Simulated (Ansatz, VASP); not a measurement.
One calculation of Cl, two programs

```
Cl
1.0
     3.60115    0.00000    0.00000
    -1.80057    3.11869    0.00000
     0.00000    0.00000    3.91717
Cl
2
Direct
  0.33333 0.66667 0.25000
  0.66667 0.33333 0.75000
```

Alike in both runs: functional r2SCAN; k mesh 6 × 6 × 4; occupations gaussian, width 0.1 eV; no spin polarisation.

Ansatz relaxed the structure, and its values are those at the end. VASP's run is a single point on that final structure, the one shown.

|  | VASP | Ansatz |
| --- | --- | --- |
| version | VASP 6.6.1 | Ansatz 0.2.0 |
| potentials or method | VASP PAW PBE potentials, release 64 (Cl) | scalar-relativistic, plane waves, PAW |
| plane-wave cutoff (eV) | 520 | 500 |
| valence electrons in the cell | 14 | 14 |

|  | VASP | Ansatz | Ansatz less VASP |
| --- | --- | --- | --- |
| gap on the k mesh at the Fermi level (eV) | none | none | - |
| pressure (GPa) | -0.1 | 0.0 | +0.15 |

A gap of «none» marks a metal or a gap that the smearing closes.

Caveats: the k mesh is coarse (spacing up to 0.40 Å⁻¹), so the values aren't converged; the PAW data sets were made with another functional, which shifts forces and pressure a little (VASP).
